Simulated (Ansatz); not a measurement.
# Ta: an axial (c/a) deformation path

An exercise on one series of results from a longer session: the logs are not shown, and one member is left open.

This is Ta in the hcp structure; at room conditions it is bcc.

Method: DFT PBEsol, scalar-relativistic, plane waves, PAW, in Ansatz 0.2.0.

2 further runs of the same task are left out: 2 set aside as unsound or not needed.

### The structure to begin with

It takes space group P6_3/mmc (No. 194, hexagonal). Conventional cell: a = 2.867 Å, b = 2.867 Å, c = 5.091 Å, α = 90.00°, β = 90.00°, γ = 120.00°. Around Ta (site symmetry -6m2) lie 12 Ta at 2.87 to 3.04 Å.

Structure file:

```xyz
2
Lattice="2.8669 0.0000 0.0000 -1.4335 2.4828 0.0000 0.0000 0.0000 5.0914" Properties=species:S:1:pos:R:3 pbc="T T T"
Ta    1.4335    0.8276    3.8186
Ta    0.0000    1.6552    1.2729
```

It goes back to an entry of the Materials Project, which need not be the stable form.

It is the result of an earlier relaxation at this level (volume 18.12 Å³/atom; gap on the mesh: none (metal)).

Set-up of the first run:

File input.yaml:

```yaml
crystal:
  lattice:
    - [2.8669354486, 0.0, 0.0]
    - [-1.4334677243, 2.4828389295, 0.0]
    - [0.0, 0.0, 5.0914149207]
  atoms:
    - { symbol: Ta, position: [0.6666666667, 0.3333333333, 0.75] }
    - { symbol: Ta, position: [0.3333333333, 0.6666666667, 0.25] }
basis:
  ecutwfc: 420
kpoints:
  mp_grid: { grid: [24, 24, 14] }
hamiltonian:
  xc: pbesol
scf:
  occupations: { method: gaussian, width: 0.15 }
output:
  forces: true
  stress: true
  eigenvalues: true
  write_density: true
  write_potential: true
  elf: true
  volumetric_format: npy
```

The run is started by

```bash
$ ansatz run input.yaml --threads 1 --pin off --max-ram 2560MiB --backend cpu --events-out ev --progress --plain --runs-dir out
```

Among the steps run: The reference: the undisturbed cell on the scan's mesh; ρ = 0.850; ρ = 1.200; Point ρ = 0.920; ρ = 1.100; ρ = 0.960; Point ρ = 1.050; ρ = 0.800; At ρ = 1.300.

One of the session's tables, all rows but one given; the rest of the session is left out.

| ρ | ΔE (meV/atom) | pressure (GPa) |
| --- | --- | --- |
| 0.800 | 170.8 | 1.6 |
| 0.850 | 118.3 | 0.4 |
| 0.920 | 43.5 | -0.2 |
| 0.960 | ? | ? |
| 1.000 | 0.0 | 0.0 |
| 1.050 | 19.8 | 0.8 |
| 1.100 | 78.2 | 2.4 |
| 1.200 | 302.2 | 8.0 |
| 1.300 | 655.0 | 16.7 |

Q: Estimate the row for ρ = 0.960 from the others.

Worked estimate for «ΔE (meV/atom)». A straight line through the neighbours (0.920, 43.5) and (1.000, 0.0) gives 43.5 + (0.0 − 43.5) × (0.960 − 0.920) / (1.000 − 0.920) = 21.8; a parabola fitted to 4 rows on both sides gives 14.3.

**Answer.** ΔE (meV/atom): 11.8; pressure (GPa): -0.3. In «ΔE (meV/atom)» the line misses by +10.0 and the parabola by +2.5.
